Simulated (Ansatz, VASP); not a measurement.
**MoS2 in VASP and in Ansatz**

Contents of INCAR:

```
ALGO     = Normal         # electronic algorithm
EDIFF    = 1E-7           # SCF threshold, eV
ENCUT    = 520            # plane-wave cutoff, eV
GGA      = PE             # functional
ISIF     = 2              # what is computed and relaxed
ISMEAR   = -1             # smearing method
LASPH    = True           # aspherical terms in the spheres
LCHARG   = False          # write CHGCAR
LREAL    = False          # projectors in reciprocal space
LWAVE    = False          # write WAVECAR
NBANDS   = 20             # bands
NELM     = 80             # most SCF steps
PREC     = Accurate       # precision mode
SIGMA    = 0.05           # smearing width, eV
```

KPOINTS

```
k-points
0
Gamma
  8 8 8
```

The input POSCAR:

```
MoS2
1.0
    0.0000000000      2.9347923934      2.9347923934
    2.9347923934      0.0000000000      2.9347923934
    2.9347923934      2.9347923934      0.0000000000
Mo S
1 2
Direct
    0.0000000000      0.0000000000      0.0000000000
    0.2500000000      0.2500000000      0.2500000000
    0.7500000000      0.7500000000      0.7500000000
```

input.yaml

```yaml
crystal:
  lattice:
    - [0.0, 2.9347923934, 2.9347923934]
    - [2.9347923934, 0.0, 2.9347923934]
    - [2.9347923934, 2.9347923934, 0.0]
  atoms:
    - { symbol: Mo, position: [0.0, 0.0, 0.0] }
    - { symbol: S, position: [0.25, 0.25, 0.25] }
    - { symbol: S, position: [0.75, 0.75, 0.75] }
kpoints:
  mp_grid: { grid: [8, 8, 8] }
scf:
  occupations: { method: fermi_dirac, width: 0.05 }
hamiltonian:
  xc: pbe
  pseudopotentials: { kind: all_electron, lapw: { basis_error: 0.001 } }
output:
  forces: true
  stress: true
  eigenvalues: true
```

Change from the starting cell: volume scaled by 0.94.

Alike in both runs: task single point; functional PBE; k mesh 8 × 8 × 8; occupations fermi-dirac, width 0.05 eV; no spin polarisation.

|  | VASP | Ansatz |
| --- | --- | --- |
| version | VASP 6.6.1 | Ansatz 0.2.0 |
| potentials or method | VASP PAW PBE potentials, release 64 (Mo_sv, S) | all-electron LAPW, scalar-relativistic |
| plane-wave cutoff (eV) | 520 | see its input |

```tsv
	VASP	Ansatz	Ansatz less VASP
gap on the k mesh at the Fermi level (eV)	none	none	-
pressure (GPa)	0.2	0.3	+0.03
```

A gap of «none» marks a metal or a gap that the smearing closes. Ansatz ran all-electron here, so the differences hold the error of VASP's frozen core and of both bases.
